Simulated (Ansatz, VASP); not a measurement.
# Two plane-wave programs on MgS

```
Mg S
1.0
     4.02866    0.00000    0.00000
    -2.01433    3.48893    0.00000
     0.00000    0.00000    6.45422
Mg S
2 2
Direct
  0.66667 0.33333 0.49712
  0.33333 0.66667 0.99712
  0.33333 0.66667 0.37788
  0.66667 0.33333 0.87788
```

Alike in both runs: task single point; functional r2SCAN; k mesh 12 × 12 × 4; no spin polarisation.

|  | VASP | Ansatz |
| --- | --- | --- |
| version | VASP 6.6.1 | Ansatz 0.2.0 |
| potentials or method | VASP PAW PBE potentials, release 64 (Mg, S) | plane waves, PAW |
| plane-wave cutoff (eV) | 520 | 500 |
| occupations | gaussian, width 0.01 eV | fixed |
| valence electrons in the cell | 16 | 32 |

|  | VASP | Ansatz | Ansatz less VASP |
| --- | --- | --- | --- |
| gap on the k mesh at the Fermi level (eV) | 4.13 | 4.15 | +0.013 |
| pressure (GPa) | -0.3 | 0.0 | +0.29 |

The two sets of potentials don't hold the same shells in valence.

Caveats: the PAW data sets were made with another functional, which shifts forces and pressure a little (VASP). r2SCAN opens gaps a little over a GGA but as a rule still falls short of measured ones. A k mesh can miss the band edges.
